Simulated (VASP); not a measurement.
## Re: single point with PBE

Re:

```xyz
1
Lattice="0.0000 1.9750 1.9750 1.9750 0.0000 1.9750 1.9750 1.9750 0.0000" Properties=species:S:1:pos:R:3 pbc="T T T"
Re    0.0000    0.0000    0.0000
```

This isn't the form of Re at room conditions, which is hcp.

| Item | Value |
| --- | --- |
| Program | VASP 6.6.1 |
| Task | single point |
| Functional | PBE |
| Potentials or basis | VASP PAW PBE potentials, release 64 (Re) |
| Cutoff | 520 eV |
| k mesh | 20 × 20 × 20 |
| Occupations | gaussian, width 0.15 eV |
| Spin | no spin polarisation |
| Dipole correction | no |
| Further INCAR settings | ALGO = Normal; EDIFF = 1e-06; NBANDS = 10 |

The pressure is -9.9 GPa. The band gap on the k mesh is none (metal or under the smearing width).

Levels at points of the mesh, in eV from the Fermi level:
| k point | band 2 | band 3 | band 4 | band 5 | band 6 | band 7 |
| --- | --- | --- | --- | --- | --- | --- |
| (0.00, 0.00, 0.00) | -1.81 | -1.81 | -1.81 | 1.17 | 1.17 | 13.86 |
| (0.50, 0.00, 0.00) | -1.99 | -1.99 | 0.14 | 3.54 | 3.54 | 9.30 |
| (0.50, 0.50, 0.00) | -5.61 | 2.60 | 3.49 | 4.23 | 4.23 | 11.90 |

Run time: 13 s on 1 thread of Intel(R) Xeon(R) 6975P-C (Granite Rapids), on a shared host, peak memory 0.17 GiB.

Spin-orbit coupling is left out, which matters for the levels of Re.
